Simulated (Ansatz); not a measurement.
Input:

GeTe:
Space group R3m, hexagonal axes (No. 160); a = 4.1872 Å, b = 4.1872 Å, c = 11.0734 Å, α = 90.00°, β = 90.00°, γ = 120.00°

```
atom  site  symmetry       x       y       z
----  ----  --------  ------  ------  ------
Ge      3a        3m  0.0000  0.0000  0.9921
Te      3a        3m  0.0000  0.0000  0.5289
```
(The calculation used a cell of 2 atoms; values per cell refer to that cell.)

This is the r²SCAN-relaxed structure.

Task: All from r²SCAN (plane waves, PAW; program Ansatz), unless another level is named. Give the band gap.

Result: 0.59 eV (indirect).

Task: Predict the smallest direct gap on the standard path.

Result: 0.87 eV.

Task: What about the formation energy from the elements (no fitted shifts)?

Result: -0.032 eV/atom.

Symmetry was held in the r²SCAN relaxation. A crystal of weakly bound layers computed without a dispersion correction: the cell and the soft elastic constants depend strongly on that. The references are the lowest solids computed at this level, not always the standard phases. Scalar-relativistic: spin–orbit coupling is off unless named, which matters more the heavier the elements.

Potentials: the later of the program's two PAW sets.
